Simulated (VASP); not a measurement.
Al2O3 (Corundum):

```
CELL_PARAMETERS angstrom
2.38025 1.37424 4.33187
-2.38025 1.37424 4.33187
0.00000 -2.74848 4.33187
ATOMIC_POSITIONS crystal
Al 0.85216 0.85216 0.85216
Al 0.64784 0.64784 0.64784
Al 0.14784 0.14784 0.14784
Al 0.35216 0.35216 0.35216
O 0.05668 0.75000 0.44332
O 0.75000 0.44332 0.05668
O 0.44332 0.05668 0.75000
O 0.94332 0.25000 0.55668
O 0.25000 0.55668 0.94332
O 0.55668 0.94332 0.25000
```

| Property | Result |
| --- | --- |
| Program | VASP 6.6.1 |
| Task | relaxation of cell and atoms |
| Functional | BEEF-vdW |
| Potentials or basis | VASP PAW PBE potentials, release 64 (Al, O) |
| Cutoff | 600 eV |
| k mesh | 7 × 7 × 7 |
| Occupations | fermi-dirac, width 0.05 eV |
| Spin | no spin polarisation |

At the start: pressure 7.4 GPa; volume 8.50 Å³/atom.

How do energy, volume and symmetry change on relaxing?

Over 5 steps the energy falls by 5.8 meV/atom and the volume is 8.76 Å³/atom (+3.0 %); space group R-3c (No. 167, to 0.05 Å).

Step by step:
| step | energy change (eV) | largest force (eV/Å) | pressure (GPa) | volume (Å³) |
| --- | --- | --- | --- | --- |
| 1 | 0.0000 | 0.0174 | 7.36 | 85.02 |
| 2 | -0.0148 | 0.0620 | -5.74 | 89.92 |
| 3 | -0.0576 | 0.0423 | 0.00 | 87.60 |
| 4 | -0.0579 | 0.0132 | -0.01 | 87.61 |
| 5 | -0.0579 | 0.0077 | -0.01 | 87.61 |

Final structure:
```xyz
10
Lattice="2.4046 1.3883 4.3740 -2.4046 1.3883 4.3740 0.0000 -2.7766 4.3740" Properties=species:S:1:pos:R:3 pbc="T T T"
Al    0.0000    0.0000   11.1846
Al    0.0000    0.0000    8.4982
Al    0.0000    0.0000    1.9373
Al    0.0000    0.0000    4.6237
O    -1.6680   -0.1124    5.4675
O     0.7366    1.5007    5.4675
O     0.9314   -1.3883    5.4675
O     1.6680    0.1124    7.6544
O    -0.7366   -1.5007    7.6544
O    -0.9314    1.3883    7.6544
```

Caveat: the PAW data sets were made with another functional, which shifts forces and pressure a little.
